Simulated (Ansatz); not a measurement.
# Nudged elastic band run: Y

Input file:

```yaml
crystal:
  lattice:
    - [-3.65, -6.321985, 0.0]
    - [5.475, -3.160993, 0.0]
    - [0.0, 0.0, 11.4683]
  atoms:
    - { symbol: "Y", position: [0.74745662, 0.49862366, 0.00359629] }
    - { symbol: "Y", position: [0.50024148, 0.36129841, 0.26084952] }
    - { symbol: "Y", position: [0.72710614, 0.4822186, 0.5225644] }
    - { symbol: "Y", position: [0.50030275, 0.32629826, 0.75727475] }
    - { symbol: "Y", position: [0.50023203, 0.01260556, -0.00725638] }
    - { symbol: "Y", position: [0.28860762, 0.86820691, 0.22927743] }
    - { symbol: "Y", position: [0.50024437, -0.0174889, 0.49573585] }
    - { symbol: "Y", position: [0.25260233, 0.83477676, 0.75301286] }
    - { symbol: "Y", position: [0.25322751, 0.49824724, 0.00338004] }
    - { symbol: "Y", position: [0.00023376, 0.25780087, 0.2371543] }
    - { symbol: "Y", position: [0.27348267, 0.48243729, 0.52255691] }
    - { symbol: "Y", position: [0.00017432, 0.33484674, 0.76101306] }
    - { symbol: "Y", position: [3.469e-05, -0.01279336, -0.00831117] }
    - { symbol: "Y", position: [0.71169639, 0.86812709, 0.22946571] }
    - { symbol: "Y", position: [0.0003614, 0.04678235, 0.51246393] }
    - { symbol: "Y", position: [0.74791893, 0.83447534, 0.75290559] }
    - { symbol: "Y", position: [0.00027427, 0.65634347, 0.3470963] }
basis:
  ecutwfc: 420.0
kpoints:
  mp_grid: { grid: [3, 3, 2] }
hamiltonian:
  xc: pbe
scf:
  occupations: { method: gaussian, width: 0.05 }
  lower_state_search: "off"
neb:
  images: 5
  f_tol: 0.05
  initial_path: idpp
  max_iterations: 33
  optimiser: lbfgs
  final_atoms:
    - { symbol: "Y", position: [0.72761012, 0.48362117, -0.0225726] }
    - { symbol: "Y", position: [0.50012346, 0.36149549, 0.23873459] }
    - { symbol: "Y", position: [0.74740262, 0.49846905, 0.49640246] }
    - { symbol: "Y", position: [0.50016445, 0.32662121, 0.74268385] }
    - { symbol: "Y", position: [0.50015089, -0.01584937, 0.00424802] }
    - { symbol: "Y", position: [0.2888966, 0.86857064, 0.27062505] }
    - { symbol: "Y", position: [0.50014069, 0.01259023, 0.50718643] }
    - { symbol: "Y", position: [0.25253813, 0.83480421, 0.74691891] }
    - { symbol: "Y", position: [0.27278972, 0.48366858, -0.02260581] }
    - { symbol: "Y", position: [0.00014375, 0.25672973, 0.26304392] }
    - { symbol: "Y", position: [0.252943, 0.49848748, 0.49644451] }
    - { symbol: "Y", position: [9.251e-05, 0.33449326, 0.73926838] }
    - { symbol: "Y", position: [0.00014741, 0.04559459, -0.01199242] }
    - { symbol: "Y", position: [0.7115177, 0.86829547, 0.27059363] }
    - { symbol: "Y", position: [0.00012128, -0.01220549, 0.50831547] }
    - { symbol: "Y", position: [0.74784579, 0.83486771, 0.74695153] }
    - { symbol: "Y", position: [0.00029532, 0.65539418, 0.1542831] }
  order_check: true
```

Command:

```bash
$ ansatz run input.yaml --threads 4 --pin off --max-ram 10240MiB --backend cpu --events-out ev --progress --plain --runs-dir out
```

Output, in part (warnings, iteration lines):

```
NEB end point (image 0): max|allowed force component| = 1.841e-2 eV/Å (the criterion of neb.relax_end_points is 1.000e-2)
NEB end point (image 6): max|allowed force component| = 1.443e-2 eV/Å (the criterion of neb.relax_end_points is 1.000e-2)
NEB iter   1: max|band force component| = 1.742e0 eV/Å  barrier→ = 0.9679 eV  barrier← = 0.9680 eV  Δτ_max = 0.0296 Å  (62 SCF iters)
NEB iter   2: max|band force component| = 1.313e0 eV/Å  barrier→ = 0.8156 eV  barrier← = 0.8158 eV  Δτ_max = 0.1301 Å  (37 SCF iters)
NEB iter   3: max|band force component| = 4.402e-1 eV/Å  barrier→ = 0.3292 eV  barrier← = 0.3294 eV  CI = image 3  Δτ_max = 0.0063 Å  (43 SCF iters)
NEB iter   4: max|band force component| = 3.582e-1 eV/Å  barrier→ = 0.3124 eV  barrier← = 0.3126 eV  CI = image 3  Δτ_max = 0.0851 Å  (30 SCF iters)
NEB iter   5: max|band force component| = 2.357e-1 eV/Å  barrier→ = 0.2013 eV  barrier← = 0.2015 eV  CI = image 3  Δτ_max = 0.0274 Å  (40 SCF iters)
NEB iter   6: max|band force component| = 1.603e-1 eV/Å  barrier→ = 0.1903 eV  barrier← = 0.1904 eV  CI = image 3  Δτ_max = 0.0244 Å  (35 SCF iters)
NEB iter   7: max|band force component| = 1.165e-1 eV/Å  barrier→ = 0.1897 eV  barrier← = 0.1898 eV  CI = image 3  Δτ_max = 0.0114 Å  (35 SCF iters)
NEB iter   8: max|band force component| = 6.919e-2 eV/Å  barrier→ = 0.1875 eV  barrier← = 0.1876 eV  CI = image 3  Δτ_max = 0.0241 Å  (31 SCF iters)
NEB iter   9: max|band force component| = 4.122e-2 eV/Å  barrier→ = 0.1868 eV  barrier← = 0.1869 eV  CI = image 3  Δτ_max = 0.0000 Å  (220 SCF iters)
```

It converged. By the program's own check the climbing image is a first-order saddle point (lowest curvatures found: -0.22 and 0.43 eV/Å²). Limits of this set-up: coarse k mesh, a small cell, in which the defect meets its images, a typed lattice constant that wasn't relaxed here.

Final band (atoms are numbered from 1 in the order of the input):

| image | path coordinate (Å) | energy (eV) | Y3–Y17 (Å) | Y11–Y17 (Å) | Y15–Y17 (Å) |
| --- | --- | --- | --- | --- | --- |
| 0 | 0.00 | 0.000 | 3.04 | 3.04 | 3.11 |
| 1 | 0.50 | 0.064 | 3.15 | 3.13 | 3.25 |
| 2 | 1.00 | 0.164 | 3.30 | 3.28 | 3.43 |
| 3 | 1.50 | 0.187 | 3.47 | 3.47 | 3.62 |
| 4 | 1.99 | 0.165 | 3.72 | 3.68 | 3.91 |
| 5 | 2.49 | 0.069 | 4.09 | 4.04 | 4.26 |
| 6 | 2.98 | 0.000 | 4.45 | 4.45 | 4.57 |

The run took 26 min on 4 threads of Arm Neoverse V1 (shared host), peak memory 4.2 GiB.
